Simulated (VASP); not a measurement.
# BaTiO3 (Pm-3m) in VASP: relaxation of cell and atoms with PBE

Aim: the relaxation of cell and atoms of BaTiO3 with PBE.

Program: VASP 6.6.1. These are calculated values, not measurements. Logs are shortened: lines on timing, memory, paths and dates and some standing lists are left out, and cuts for length are marked.

**1. The crystal as given**

Symmetry: Pm-3m, No. 221, cubic system. Conventional cell: a = 4.035 Å, b = 4.035 Å, c = 4.035 Å, α = 90.00°, β = 90.00°, γ = 90.00°. Around Ba (site symmetry m-3m) lie 12 O at 2.85 Å. Around Ti (site symmetry m-3m) lie 6 O at 2.02 Å. O (site symmetry 4/mmm) has 2 Ti at 2.02 Å as nearest neighbours.

**2. Relaxation of cell and atoms, PBE**

File INCAR:

```
PREC = Accurate
ENCUT = 600
EDIFF = 1E-7
ISMEAR = 0
SIGMA = 0.02
LREAL = False
LASPH = True
NELM = 80
ALGO = Normal
ISIF = 3
LWAVE = False
LCHARG = False
GGA = PE
IBRION = 2
NSW = 80
EDIFFG = -0.004
```

File KPOINTS:

```
Automatic mesh
0
Gamma
  8 8 8
```

File POSCAR:

```
BaTiO3
1.0
    4.0354200000      0.0000000000      0.0000000000
    0.0000000000      4.0354200000      0.0000000000
    0.0000000000      0.0000000000      4.0354200000
Ba Ti O
1 1 3
Direct
    0.0000000000      0.0000000000      0.0000000000
    0.5000000000      0.5000000000      0.5000000000
    0.5000000000      0.5000000000      0.0000000000
    0.0000000000      0.5000000000      0.5000000000
    0.5000000000      0.0000000000      0.5000000000
```

Potentials or basis: VASP PAW PBE potentials, release 64 (Ba_sv, Ti_sv, O).

Started as:

```console
$ cat potpaw_PBE.64/Ba_sv/POTCAR potpaw_PBE.64/Ti_sv/POTCAR potpaw_PBE.64/O/POTCAR > POTCAR
$ mpirun -np 1 vasp_std > vasp.out
```

OUTCAR:

```text
PREC = Accurate
   ENCUT = 600
   EDIFF = 1E-7
   ISMEAR = 0
   LREAL = False
   LASPH = True
   NELM = 80
   ISIF = 3
   GGA = PE
   IBRION = 2
   NSW = 80
   EDIFFG = -0.004

 ion  position               nearest neighbor table
   1  0.000  0.000  0.000-   3 2.85   4 2.85   5 2.85   4 2.85   5 2.85   3 2.85   4 2.85   4 2.85
                             3 2.85   5 2.85   5 2.85   3 2.85   2 3.49   2 3.49   2 3.49   2 3.49
   2  0.500  0.500  0.500-   3 2.02   4 2.02   5 2.02   3 2.02   5 2.02   4 2.02   1 3.49   1 3.49
                             1 3.49   1 3.49   1 3.49   1 3.49   1 3.49   1 3.49
   3  0.500  0.500  0.000-   2 2.02   2 2.02   1 2.85   1 2.85   1 2.85   1 2.85
   4  0.000  0.500  0.500-   2 2.02   2 2.02   1 2.85   1 2.85   1 2.85   1 2.85
   5  0.500  0.000  0.500-   2 2.02   2 2.02   1 2.85   1 2.85   1 2.85   1 2.85

  LATTYP: Found a simple cubic cell.
 ALAT       =     4.0354200000

  Lattice vectors:

 A1 = (   4.0354200000,   0.0000000000,   0.0000000000)
 A2 = (   0.0000000000,   4.0354200000,   0.0000000000)
 A3 = (   0.0000000000,   0.0000000000,   4.0354200000)

Analysis of symmetry for initial positions (statically):
=====================================================================
 Subroutine PRICEL returns:
 Original cell was already a primitive cell.

 Routine SETGRP: Setting up the symmetry group for a
 simple cubic supercell.

 Subroutine GETGRP returns: Found 48 space group operations
 (whereof 48 operations were pure point group operations)
 out of a pool of 48 trial point group operations.

The static configuration has the point symmetry O_h .

Analysis of symmetry for dynamics (positions and initial velocities):
=====================================================================
 Subroutine PRICEL returns:
 Original cell was already a primitive cell.

 Routine SETGRP: Setting up the symmetry group for a
 simple cubic supercell.

 Subroutine GETGRP returns: Found 48 space group operations
 (whereof 48 operations were pure point group operations)
 out of a pool of 48 trial point group operations.

The dynamic configuration has the point symmetry O_h .

 Subroutine INISYM returns: Found 48 space group operations
 (whereof 48 operations are pure point group operations),
 and found     1 'primitive' translations

----------------------------------------------------------------------------------------

[... 107 lines left out ...]
   TEBEG  =    0.0;   TEEND  =   0.0 temperature during run
   PSTRESS=    0.0 pullay stress
   NELECT =      40.0000    total number of electrons
   NUPDOWN=      -1.0000    fix difference up-down
   EMIN   =  10.00;   EMAX   =-10.00  energy-range for DOS
   EFERMI =   0.00;   METHOD = LEGACY
   ISMEAR =     0;   SIGMA  =   0.02  broadening in eV -4-tet -1-fermi 0-gaus
   EFERMI_NEDOS =   21; number of points for ismear=-14 and -15
   IALGO  =     38    algorithm
   IMIX   =      4    mixing-type and parameters
     AMIX     =   0.40;   BMIX     =  1.00
     AMIX_MAG =   1.60;   BMIX_MAG =  1.00
  volume/ion in A,a.u.               =      13.14        88.69
  Fermi-wavevector in a.u.,A,eV,Ry     =   1.387414  2.621832 26.190096  1.924918
  Thomas-Fermi vector in A             =   2.511637
   LORBIT       =      0    0 simple, 1 ext, 2 COOP (PROOUT), +10 PAW based schemes
   GGA     = PE    functional components
   LHFCALC =     F    Hartree Fock is set to
   AEXX    =    0.0000 exact exchange contribution
   IVDW    =     0    specifies the selected vdW correction
   LEPSILON=     F    determine dielectric tensor
   LRPA    =     F    only Hartree local field effects (RPA)
 conjugate gradient relaxation of ions
 non-spin polarized calculation
 Gauss-broadening in eV      SIGMA  =   0.02
  energy-cutoff  :      600.00
  volume of cell :       65.72
 maximum number of plane-waves:      2272
   NGX = 17   NGY = 17   NGZ = 17

--------------------------------------- Ionic step        1  -------------------------------------------

 number of electron      40.0000014 magnetization

 Free energy of the ion-electron system (eV)
  ---------------------------------------------------
  ext. energy  EPLUGINS =         0.00000000
  ---------------------------------------------------
  free energy    TOTEN  =       -39.99268859 eV

  energy without entropy =      -39.99268859  energy(sigma->0) =      -39.99268859

------------------------ aborting loop because EDIFF is reached ----------------------------------------

  FORCE on cell =-STRESS in cart. coord.  units (eV):
  Direction    XX          YY          ZZ          XY          YZ          ZX
  --------------------------------------------------------------------------------------
  -------------------------------------------------------------------------------------
  Total       -0.1790142     -0.1790142     -0.1790142      0.0000000      0.0000000     -0.0000000
  in kB       -4.3644726     -4.3644726     -4.3644726      0.0000000      0.0000000     -0.0000000
  external PRESSURE =      -4.3644726 kB  Pullay stress =       0.0000000 kB
[... 65 lines left out ...]
--------------------------------------- Ionic step        3  -------------------------------------------

 number of electron      40.0000012 magnetization

 Free energy of the ion-electron system (eV)
  ---------------------------------------------------
  ext. energy  EPLUGINS =         0.00000000
  ---------------------------------------------------
  free energy    TOTEN  =       -39.99293780 eV

  energy without entropy =      -39.99293780  energy(sigma->0) =      -39.99293780

 E-fermi :   3.9056     XC(G=0): -11.1452

 val. band max:        3.6652335337   @ k =   0.5000   0.5000   0.5000
 cond. band min:       5.3678882060   @ k =   0.0000   0.0000   0.0000
 fundamental gap:      1.7026546723
 Fermi energy:         3.9055582604

 k-point     1 :       0.0000    0.0000    0.0000
  band No.  band energies     occupation
      1     -53.0624      2.00000
      2     -29.2622      2.00000
      3     -29.2622      2.00000
      4     -29.2622      2.00000
      5     -21.1988      2.00000
      6     -13.1770      2.00000
[... 637 lines left out ...]
     23       7.3826      0.00000
     24       8.6832      0.00000

 [... further k-points ...]

------------------------ aborting loop because EDIFF is reached ----------------------------------------

  FORCE on cell =-STRESS in cart. coord.  units (eV):
  Direction    XX          YY          ZZ          XY          YZ          ZX
  --------------------------------------------------------------------------------------
  -------------------------------------------------------------------------------------
  Total        0.0029513      0.0029513      0.0029513      0.0000000      0.0000000     -0.0000000
  in kB        0.0721528      0.0721528      0.0721528      0.0000000      0.0000000     -0.0000000
  external PRESSURE =       0.0721528 kB  Pullay stress =       0.0000000 kB
[... 20 lines left out ...]
  FREE ENERGIE OF THE ION-ELECTRON SYSTEM (eV)
  ---------------------------------------------------
  free  energy   TOTEN  =       -39.9929378019 eV

  energy  without entropy=      -39.9929378019  energy(sigma->0) =      -39.99293780

 reached required accuracy - stopping structural energy minimisation
```

CONTCAR:

```text
BaTiO3
   1.00000000000000
     4.0317067595143774   -0.0000000000000000   -0.0000000000000000
     0.0000000000000000    4.0317067595143774    0.0000000000000000
     0.0000000000000000    0.0000000000000000    4.0317067595143774
  Ba              Ti              O
     1     1     3
Direct
     0.0000000000000000    0.0000000000000000    0.0000000000000000
     0.5000000000000000    0.5000000000000000    0.5000000000000000
     0.5000000000000000    0.5000000000000000    0.0000000000000000
     0.0000000000000000    0.5000000000000000    0.5000000000000000
     0.5000000000000000    0.0000000000000000    0.5000000000000000

  0.00000000E+00  0.00000000E+00  0.00000000E+00
  0.00000000E+00  0.00000000E+00  0.00000000E+00
  0.00000000E+00  0.00000000E+00  0.00000000E+00
  0.00000000E+00  0.00000000E+00  0.00000000E+00
  0.00000000E+00  0.00000000E+00  0.00000000E+00
```

Wall time 1.7 min (1 thread of Intel Xeon Platinum 8259CL at 2.50GHz (Skylake/Cascade Lake), shared host); peak memory 0.23 GiB.

What came out:

```
Free energy                            : -39.9929 eV
Relaxed volume                         : 13.11 Å³/atom
Relaxed cell                           : a = 4.032 Å, b = 4.032 Å, c = 4.032 Å, α = 90.00°, β = 90.00°, γ = 90.00°
Space group after relaxing (to 0.05 Å) : Pm-3m (No. 221)
Energy gained by relaxing              : 0.0 meV/atom
Ionic steps                            : 3
Pressure after relaxing                : 0.0 GPa
Band gap on the k mesh                 : 1.70 eV, indirect (least direct gap 1.87 eV)
```

The path:
```tsv
step	energy change (eV)	largest force (eV/Å)	pressure (GPa)	volume (Å³)
1	0.0000	0.0000	-0.44	65.72
2	-0.0001	0.0000	0.40	65.38
3	-0.0002	0.0000	0.01	65.53
```

Final structure:
```
CELL_PARAMETERS angstrom
4.03171 0.00000 0.00000
0.00000 4.03171 0.00000
0.00000 0.00000 4.03171
ATOMIC_POSITIONS crystal
Ba 0.00000 0.00000 0.00000
Ti 0.50000 0.50000 0.50000
O 0.50000 0.50000 0.00000
O 0.00000 0.50000 0.50000
O 0.50000 0.00000 0.50000
```

Levels at points of the mesh, in eV from the valence-band top:
```csv
k point,band 18,band 19,band 20,band 21,band 22,band 23
"(0.00, 0.00, 0.00)",-0.17,-0.17,-0.17,1.70,1.70,1.70
"(0.50, 0.00, 0.00)",-1.80,-0.71,-0.71,1.85,3.38,3.38
"(0.50, 0.50, 0.00)",-0.88,-0.88,-0.09,3.38,3.38,3.79
"(0.50, 0.50, 0.50)",0.00,0.00,0.00,4.02,4.02,4.02
```

Caveat: spin-orbit coupling is left out, which moves the levels of the heavy elements.
